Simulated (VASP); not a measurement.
Here is a VASP 6.6.1 calculation.

The input INCAR:

```
ALGO = Normal
EDIFF = 1E-7
EDIFFG = -0.002
ENCUT = 520
GGA = PE
IBRION = 2
ISIF = 3
ISMEAR = 0
IVDW = 12
KPAR = 4
LASPH = True
LCHARG = False
LREAL = False
LWAVE = False
NELM = 80
NSW = 80
PREC = Accurate
SIGMA = 0.02
```

File KPOINTS:

```
k-points
0
Gamma
  15 15 6
```

Contents of POSCAR:

```
BN                                      
1.0
    2.5068152415      0.0000000000      0.0000000000
   -1.2534076208      2.1709656770      0.0000000000
    0.0000000000      0.0000000000      6.5854715462
  B               N             
     2     2
Direct
     0.3333333300000021    0.6666666699999979    0.2500000000000000
     0.6666666699999979    0.3333333300000021    0.7500000000000000
     0.3333333300000021    0.6666666699999979    0.7500000000000000
     0.6666666699999979    0.3333333300000021    0.2500000000000000
```

Potentials or basis: VASP PAW PBE potentials, release 64 (B, N).

Command:

```sh
$ cat potpaw_PBE.64/B/POTCAR potpaw_PBE.64/N/POTCAR > POTCAR
$ mpirun -np 4 vasp_std > vasp.out
```

Estimate the band gap on the k mesh.

4.27 eV, indirect (least direct gap 4.63 eV).

Estimate the dispersion energy per atom.

-0.142 eV.

Final structure:
```yaml
crystal:
  lattice:
    - [2.50682, 0.00000, 0.00000]
    - [-1.25341, 2.17097, 0.00000]
    - [0.00000, 0.00000, 6.58547]
  atoms:
    - { symbol: B, position: [0.33333, 0.66667, 0.25000] }
    - { symbol: B, position: [0.66667, 0.33333, 0.75000] }
    - { symbol: N, position: [0.33333, 0.66667, 0.75000] }
    - { symbol: N, position: [0.66667, 0.33333, 0.25000] }
```

Caveat: the relaxation stopped at its first step, so nothing moved; an odd mesh through Γ misses points on the zone boundary, where band edges often lie.
